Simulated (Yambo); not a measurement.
# Si (Fd-3m) in Yambo: a series of runs

Runs on Si. Level: PBE. Tasks: optical spectrum by the Bethe-Salpeter equation, G0W0 quasiparticle levels, optical spectrum.

Everything below comes from runs of Yambo 5.3.0. Logs are shortened: lines on timing, memory, paths and dates and some standing lists are left out, and cuts for length are marked.

## Step 1: The crystal as given

It takes space group Fd-3m (No. 227, cubic). Conventional cell: a = 5.444 Å, b = 5.444 Å, c = 5.444 Å, α = 90.00°, β = 90.00°, γ = 90.00°. Around Si (site symmetry -43m) lie 4 Si at 2.36 Å.

## Step 2: Optical spectrum by the Bethe-Salpeter equation, PBE

File bse2.in:

```
optics
bse
bss
rim_cut
em1s
RandQpts= 1000000
RandGvec= 50 RL
Chimod= "HARTREE"
% BndsRnXs
 1 | 29 |
%
NGsBlkXs= 5 Ry
% LongDrXs
 1 | 0 | 0 |
%
BSKmod= "SEX"
BSEmod= "retarded"
BSSmod= "d"
% BSEQptR
 1 | 1 |
%
% BSEBands
 3 | 6 |
%
BSENGexx= 20 Ry
BSENGBlk= 5 Ry
% BEnRange
 0 | 20 | eV
%
% BDmRange
 0.1 | 0.1 | eV
%
BEnSteps= 200
% BLongDir
 1 | 0 | 0 |
%
BSEprop= "abs"
WRbsWF
% KfnQP_E
 0.61 | 1.0 | 1.0 |
%
```

File scf.in:

```
&CONTROL
  calculation = 'scf'
  prefix = 'pwscf'
  outdir = './tmp'
  pseudo_dir = './pseudo'
/
&SYSTEM
  ibrav = 0
  nat = 2
  ntyp = 1
  ecutwfc = 36
  nbnd = 9
  occupations = 'smearing'
  smearing = 'fd'
  degauss = 0.00367493
  force_symmorphic = .true.
/
&ELECTRONS
  conv_thr = 4d-10
  electron_maxstep = 120
  mixing_beta = 0.5
/
ATOMIC_SPECIES
Si    28.0850 Si.upf
CELL_PARAMETERS angstrom
   0.0000000000    2.7218511865    2.7218511865
   2.7218511865    0.0000000000    2.7218511865
   2.7218511865    2.7218511865    0.0000000000
ATOMIC_POSITIONS crystal
Si     0.5000000000    0.5000000000    0.5000000000
Si     0.7500000000    0.7500000000    0.7500000000
K_POINTS automatic
8 8 8 0 0 0
```

File nscf.in:

```
&CONTROL
  calculation = 'nscf'
  prefix = 'pwscf'
  outdir = './tmp'
  pseudo_dir = './pseudo'
/
&SYSTEM
  ibrav = 0
  nat = 2
  ntyp = 1
  ecutwfc = 36
  nbnd = 124
  occupations = 'fixed'
  force_symmorphic = .true.
/
&ELECTRONS
  conv_thr = 1d-08
  diago_full_acc = .true.
  diago_thr_init = 1d-06
/
ATOMIC_SPECIES
Si    28.0850 Si.upf
CELL_PARAMETERS angstrom
   0.0000000000    2.7218511865    2.7218511865
   2.7218511865    0.0000000000    2.7218511865
   2.7218511865    2.7218511865    0.0000000000
ATOMIC_POSITIONS crystal
Si     0.5000000000    0.5000000000    0.5000000000
Si     0.7500000000    0.7500000000    0.7500000000
K_POINTS automatic
6 6 6 0 0 0
```

Potentials or basis: PseudoDojo 0.4.1 SR PBE standard.

On the command line:

```bash
$ OMP_NUM_THREADS=1 pw.x -in scf.in > scf.out
$ OMP_NUM_THREADS=1 pw.x -in nscf.in > nscf.out
$ cd tmp/pwscf.save; p2y; mv SAVE ../..; cd ../..
$ OMP_NUM_THREADS=1 yambo
$ mkdir -p bse2; ln -s $PWD/g0w00/ndb.RIM bse2/
$ OMP_NUM_THREADS=1 yambo -F bse2.in -J bse2 -C bse2_out
$ OMP_NUM_THREADS=1 ypp -J bse2 -C bse2_out -e s -b 1
```

Yambo's report:

```text
[... sections 02.01 to 02.04 as in the set-up run ...]

  [02.05] Energies & Occupations
  ==============================

  [X] === General ===
  [X] Electronic Temperature                        :  0.000000  0.000000 [eV K]
  [X] Bosonic    Temperature                        :  0.000000  0.000000 [eV K]
  [X] Finite Temperature mode                       : no
  [X] El. density                                   :  0.19837E+24 [cm-3]
  [X] Fermi Level                                   :  6.155985 [eV]

  [X] === Gaps and Widths ===
  [X] Conduction Band Min                           :  0.722766 [eV]
  [X] Valence Band Max                              :  0.000000 [eV]
  [X] Filled Bands                                  :   4
  [X] Empty Bands                                   :    5  124
  [X] Direct Gap                                    :  2.552723 [eV]
  [X] Direct Gap localized at k                     :  1
  [X] Indirect Gap                                  :  0.722766 [eV]
  [X] Indirect Gap between kpts                     :   1  13
  [X] Last valence band width                       :  3.618876 [eV]
  [X] 1st conduction band width                     :  2.637219 [eV]

 [03] Transferred momenta grid and indexing
 ==========================================

 [BZ sampling] Q-grid is User defined and/or read from the database

 IBZ Q-points                                      :  16
 BZ  Q-points                                      :  216

 K/Q-points units:
 rlu = crystal or reduced units; cc = cartesian coordinates; iku = interal k-units

 Q [ 1]         [rlu]:  0.000000  0.000000  0.000000
 Q [ 2]         [rlu]:  0.66011E-18  0.66011E-18  0.16667
 Q [ 3]         [rlu]:  0.13202E-17  0.13202E-17  0.33333
 Q [ 4]         [rlu]: -0.32053E-17 -0.32053E-17 -0.50000
 Q [ 5]         [rlu]:  0.24958E-17  0.16667      0.16667
 Q [ 6]         [rlu]: -0.10701E-16  0.16667      0.33333
 Q [ 7]         [rlu]:  0.89388E-17  0.16667      0.50000
 Q [ 8]         [rlu]: -0.32053E-17  0.16667     -0.33333
 Q [ 9]         [rlu]: -0.29076E-16  0.16667     -0.16667
 Q [10]         [rlu]: -0.17730E-16  0.33333      0.33333
 Q [11]         [rlu]:  0.68824E-16  0.33333      0.50000
 Q [12]         [rlu]: -0.12709E-16  0.33333     -0.33333
 Q [13]         [rlu]: -0.74875E-17 -0.50000     -0.50000
 Q [14]         [rlu]:  0.166667  0.333333  0.500000
 Q [15]         [rlu]:  0.166667  0.333333 -0.333333
 Q [16]         [rlu]:  0.166667 -0.500000 -0.333333

  [03.01] X + BSE indexes
  =======================

   [03.01.01] Sigma indexes
   ========================

   [WR./SAVE//ndb.kindx]-----------------------------------------------------------
    Fragmentation                                    : no
    Polarization last K ( bz)                        :  216
    Polarization last K (ibz)                        :  16
    QP states                                        :   1  16
    X grid is uniform                                : yes
    Grids (string)                                   :  X B S
    Grids (int-vector)                               :  1  1  0  1

 [04] Coloumb potential Random Integration (RIM)
 ===============================================

 Summary of Coulomb integrals for non-metallic bands |Q|[au] RIM/Bare

 Q [1] 0.100000E-4 0.995998 * Q [2] 0.176318 1.065507
 Q [5] 0.203594 1.063520 * Q [9] 0.287926 1.025994
 Q [6] 0.337623 1.019443 * Q [3] 0.352635 1.017217
 Q [10] 0.407188 1.013507 * Q [8] 0.443723 1.010827
 Q [14] 0.455250 1.010532 * Q [7] 0.498702 1.008888
 Q [11] 0.528953 1.007997 * Q [4] 0.528953 1.007696
 Q [12] 0.575851 1.006539 * Q [15] 0.602240 1.006010
 Q [13] 0.610783 1.006174 * Q [16] 0.643821 1.005574

 [WARNING] [Xs] User bands 1-29 break level degeneracy

 [WARNING] [BS] User bands 3-6 break level degeneracy

 [05] External/Internal QP corrections
 =====================================

 [QP_apply] Action to be applied: USER defined scissor

  [05.01]  QP corrections report
  ==============================

  [K+QP] === General ===
  [K+QP] Electronic Temperature                     :  0.000000  0.000000 [eV K]
  [K+QP] Bosonic    Temperature                     :  0.000000  0.000000 [eV K]
  [K+QP] Finite Temperature mode                    : no
  [K+QP] El. density                                :  0.19837E+24 [cm-3]
  [K+QP] Fermi Level                                :  0.000000 [eV]

  [K+QP] === Gaps and Widths ===
[... 87 lines left out ...]
  wavefunctions                                    : Perdew, Burke & Ernzerhof(X)+Perdew, Burke & Ernzerhof(C)
  Global Gauge                                     : length
  X matrix size                                    :   65
  X band range                                     :   1  29
  X e/h energy range                               : -1.000000 -1.000000 [eV]
  X Time ordering                                  : T
  X Hxc Kernel                                     : HARTREE
  X Drude frequency                                :  0.000000  0.000000
  X poles                                          :  100.0000 [o/o]
  RL vectors in the sum                            :  1411
  [r,Vnl] included                                 : yes
  Field direction                                  :  0.100000E-4   0.00000      0.00000
  BZ energy Double Grid                            : no
  BZ energy DbGd points                            : 0
  BZ Q point size factor                           : -1.000000
  X Optical Averaged directions                    : none
 [X-CG] R(p) Tot o/o(of R):   1130  21600    100
 [WR./bse2//ndb.em1s_fragment_1]-------------------------------------------------
  Current Q-pt index                               :  1
  X energy range                                   :  0.000000  0.000000 eV
  X damping range                                  :  0.001000  0.001000 eV
  Number of frequencies                            :  1
 [X-CG] R(p) Tot o/o(of R):   4185  21600    100
 [WR./bse2//ndb.em1s_fragment_2]-------------------------------------------------
  Current Q-pt index                               :  2
  X energy range                                   :  0.000000  0.000000 eV
  X damping range                                  :  0.001000  0.001000 eV
  Number of frequencies                            :  1
 [X-CG] R(p) Tot o/o(of R):   3985  21600    100
 [X-CG] R(p) Tot o/o(of R):   2301  21600    100
 [X-CG] R(p) Tot o/o(of R):   3467  21600    100
 [X-CG] R(p) Tot o/o(of R):   6281  21600    100
 [X-CG] R(p) Tot o/o(of R):   5748  21600    100
 [X-CG] R(p) Tot o/o(of R):   5593  21600    100
 [X-CG] R(p) Tot o/o(of R):   4935  21600    100
 [X-CG] R(p) Tot o/o(of R):   3394  21600    100
 [X-CG] R(p) Tot o/o(of R):   5858  21600    100
 [X-CG] R(p) Tot o/o(of R):   4665  21600    100
 [X-CG] R(p) Tot o/o(of R):   2069  21600    100
 [X-CG] R(p) Tot o/o(of R):   5937  21600    100
 [X-CG] R(p) Tot o/o(of R):   6055  21600    100
 [X-CG] R(p) Tot o/o(of R):   4660  21600    100

 [08] Bethe Salpeter Equation driver
 ===================================

  [08.01] Bethe Salpeter Equation @q1
  ===================================

   [08.01.01] Transition pre-analysis @q1
   ======================================

   [08.01.02] Transition Groups build-up @q1
   =========================================

   [BSK] Transition groups (total):  16
   [BSK] Size (resonant):   864
   [BSK]         (total):   864
   [BSK] N. of matrices :  1

   [08.01.03] Loading Dipoles @q1
   ==============================

   [08.01.04] Independent Particles properties @q1
   ===============================================

   [08.01.05] BSE Kernel @q1 (Resonant CORRRELATION EXCHANGE)
   ==========================================================

   [BSE] Exchange components :   459
   [BSE] Correlation components :   65  283

    [08.01.05.01] Screened interaction header I/O
    =============================================

    [08.01.05.02] Main kernel loop
    ==============================

    [WR./bse2//ndb.BS_Q1_CPU_0]-----------------------------------------------------
     Brillouin Zone Q/K grids (IBZ/BZ)                :   16  216   16  216
     RL vectors                                       :  1411 [WF]
     Coulomb cutoff potential                         : none
     Parallel CPUs
     Parallel Roles
     Fragmentation                                    : no
     BS kernel          wavefunctions                 : Perdew, Burke & Ernzerhof(X)+Perdew, Burke & Ernzerhof(C)
     Static diel. fun.  energies                      : Perdew, Burke & Ernzerhof(X)+Perdew, Burke & Ernzerhof(C)
     wavefunctions                                    : Perdew, Burke & Ernzerhof(X)+Perdew, Burke & Ernzerhof(C)
     [K] Identifier                                   :  1175
     [K] Dimension                                    :   864
     [K] Bands                                        :   3   6
     [K] Exchange                                     : yes [res]
     [K] Correlation                                  : yes [res]
     [K] Kernel`s coupling                            : no
     [K] Exchange                                     : no [cpl]
     [K] Correlation                                  : no [cpl]
     [K] W interaction is bare                        : no
     [K] ALDA kernel in R-space                       : no
     [K] RL vectors                                   :   459 [exchange]
     [K] RL vectors                                   :   65 [correlation]
     [K] E/h energy range                             : -1.000000 -1.000000 [eV]
     [K] Coupling range                               :  100.0000  100.0000 [o/o]
     [W] Interaction is diagonal                      : no
     [W] Matrix size                                  :   65
     [W] Bands                                        :   1  29
     [W] e/h energy range                             : -1.000000 -1.000000 [eV]
     [W] Poles                                        :  100.0000 [o/o]
     [W] RL vectors in the sum                        :  1411
     [W] [r,Vnl] included                             : yes
     [W] Field direction                              :  0.100000E-4   0.00000      0.00000
     [W] Coulomb Cutoff                               : none
     [W] Hxc Kernel                                   : HARTREE
     [RIM] RL components                              :   51 [col]
     [RIM] Random points                              :  1000000 [col]
     [SOC] Perturbative SOC                           : no
     [K] Kernel long-range exchange                   : BAR

    [08.01.05.03] Wave-Function Phases
    ==================================

    [BSE] WF phases found       :  62.63021 [o/o]

   [08.01.06] BSE solver(s) @q1
   ============================

   [08.01.07] Diago Solver @q1
   ===========================

   [WR./bse2//ndb.BS_diago_Q1]-----------------------------------------------------
    BS kernel          energies                      : Perdew, Burke & Ernzerhof(X)+Perdew, Burke & Ernzerhof(C)+ user defined corrections @E
    [K] Identifier                                   :  1175
    [K] Dimension                                    :   864
    [K] Bands                                        :   3   6
    [K] Exchange                                     : yes [res]
    [K] Correlation                                  : yes [res]
    [K] Kernel`s coupling                            : no
    [K] Exchange                                     : no [cpl]
    [K] Correlation                                  : no [cpl]
    [K] W interaction is bare                        : no
    [K] ALDA kernel in R-space                       : no
    [K] RL vectors                                   :   459 [exchange]
    [K] RL vectors                                   :   65 [correlation]
    [K] E/h energy range                             : -1.000000 -1.000000 [eV]
    [K] Coupling range                               :  100.0000  100.0000 [o/o]
    [W] Interaction is diagonal                      : no
    [W] Matrix size                                  :   65
    [W] Bands                                        :   1  29
    [W] e/h energy range                             : -1.000000 -1.000000 [eV]
    [W] Poles                                        :  100.0000 [o/o]
    [W] RL vectors in the sum                        :  1411
    [W] [r,Vnl] included                             : yes
    [W] Field direction                              :  0.100000E-4   0.00000      0.00000
    [W] Coulomb Cutoff                               : none
    [W] Hxc Kernel                                   : HARTREE
    [RIM] RL components                              :   51 [col]
    [RIM] Random points                              :  1000000 [col]
    [SOC] Perturbative SOC                           : no
    [K] Kernel long-range exchange                   : BAR
    [BSS] Eigenstates included                       : yes
    [BSS] Field direction                            :  0.100000E-4   0.00000      0.00000
    [BSS] Eigenstates computed                       :   864
    [BSS] Number of BSE matrices                     :  1
```

It took 42 s on 1 thread of Arm Neoverse V2, shared host; peak memory 0.25 GiB.

Results:

* Band gap on the k mesh, mean-field level: 0.72 eV, indirect (least direct gap 2.55 eV)
* Exciton binding energy: 0.12 eV
* Lowest exciton energy: 3.04 eV
* Lowest bright exciton energy: 3.04 eV

Dielectric function (along the field direction of the input):
```csv
energy (eV),real part,imaginary part
0.30,14.10,0.06
0.90,14.88,0.21
1.61,17.29,0.53
2.31,23.80,1.64
3.02,59.26,31.22
3.62,12.12,24.92
4.32,-35.68,17.57
5.03,-13.16,6.27
5.73,-6.15,2.56
6.33,-2.36,3.22
7.04,-7.16,1.76
7.74,-4.50,1.89
8.44,-3.24,0.21
9.05,-2.34,0.12
9.75,-1.68,0.08
10.45,-1.20,0.07
11.16,-0.92,0.05
11.76,-0.68,0.03
12.46,-0.46,0.03
13.17,-0.28,0.02
13.87,-0.14,0.02
14.47,-0.04,0.02
15.18,0.07,0.01
15.88,0.15,0.01
16.58,0.23,0.01
17.19,0.29,0.01
17.89,0.35,0.01
18.59,0.40,0.01
19.30,0.44,0.01
20.00,0.48,0.01
```

Lowest exciton energies (eV): 3.04, 3.05, 3.05, 3.06, 3.15, 3.15, 3.15, 3.17

Excitons:
```
energy (eV)  strength (relative to the strongest)
      3.045                                 0.021
      3.046                                0.0041
      3.054                                0.0098
      3.056                                0.0025
      3.151                                  0.52
      3.152                                  0.41
      3.154                                 0.017
      3.167                               0.00015
      3.167                               0.00031
      3.168                               0.00069
      3.174                               9.5e-06
      3.174                               1.3e-05
```

Caveat: this k mesh misses the band edges, so its gaps are larger than the crystal's; the scissor is the correction of the direct gap in an earlier G0W0 run on the same states; exciton energies and binding change strongly with the k mesh and aren't converged on this one; spectra need much finer meshes, so this one isn't converged.

(Continued in part 2 of 4.)
